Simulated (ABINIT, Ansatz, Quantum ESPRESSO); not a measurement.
## How the equilibrium volume moves from PBE to PBEsol

Computed equilibrium volume (Å³/atom) at each level. Volumes are each level's own minimum, from an equation of state or a relaxation of the cell. Space groups are those of the starting cells. Not every cell is the stable form of its formula. Spin polarisation and spin-orbit coupling are off unless named.

- PBE: Ansatz (all-electron LAPW, scalar-relativistic) for HfO2, RuAl, YN; ABINIT (JTH PAW PBE v2.0) for HfB2, SiC; Quantum ESPRESSO (SSSP 1.3 efficiency PBE) for PtAl2, AuAl2; Quantum ESPRESSO (JTH 2.0 PBE) for ZrB2; cutoffs 490 to 816 eV for plane waves; k meshes of 256 to 800 points
- PBEsol: Ansatz (all-electron LAPW, scalar-relativistic) for HfO2, RuAl, YN, PtAl2; ABINIT (PseudoDojo NC SR PBEsol v0.4.1 standard) for HfB2, SiC; Quantum ESPRESSO (GBRV 1.5 PBEsol) for ZrB2, AuAl2; cutoffs 612 to 1116 eV for plane waves; k meshes of 256 to 800 points

```csv
crystal,PBE,PBEsol
"HfB2 (P6/mmm, 3 atoms)",9.964,9.761
"ZrB2 (P6/mmm, 3 atoms)",10.277,10.079
"SiC (P6_3mc, 4 atoms)",10.477,10.346
HfO2 (Fm-3m),11.039,10.693
RuAl (Pm-3m),13.547,13.175
YN (Fm-3m),14.764,14.320
PtAl2 (Fm-3m),17.513,17.085
AuAl2 (Fm-3m),18.510,17.980
```

PBEsol lies below PBE in 8 of 8 crystals, with a median shift of -2.6 % (-3.1 % for HfO2 to -1.3 % for SiC). The figures use the values as printed. Spin-orbit coupling, where left out, moves volumes and moduli of the heaviest elements a little. Meshes of this size aren't converged for the metals. Columns can differ in programs, potentials, basis sets, cutoffs, meshes, task and smearing within a row, which adds scatter of its own. Where several set-ups ran one level, the entry is one near their median; a run lay far from it for HfO2.

PBEsol contracts every crystal, whether covalent, ionic or intermetallic, as expected from its exchange term. Its enhancement factor rises more slowly with the reduced density gradient than PBE's, so it gives less of an energy advantage to the more inhomogeneous density of a stretched lattice, and the equilibrium moves inward.

The size of the contraction depends on the material. It is smallest in SiC, followed by the two diborides, whose boron networks are stiff and covalent; the aluminides and YN shrink more. A stiff lattice yields less to a given change in exchange-correlation pressure, but stiffness can't be the whole account, since cubic HfO2 is also stiff and breaks the pattern. The region where valence density overlaps the metal's semicore shells probably contributes too, because the two functionals differ there and SiC has no such shells. The close agreement between HfB2 and ZrB2 fits their shared group and similar metal radii, a result of the lanthanide contraction. A smaller volume is not in itself a more accurate one, and no measured volumes are given to decide between the functionals.
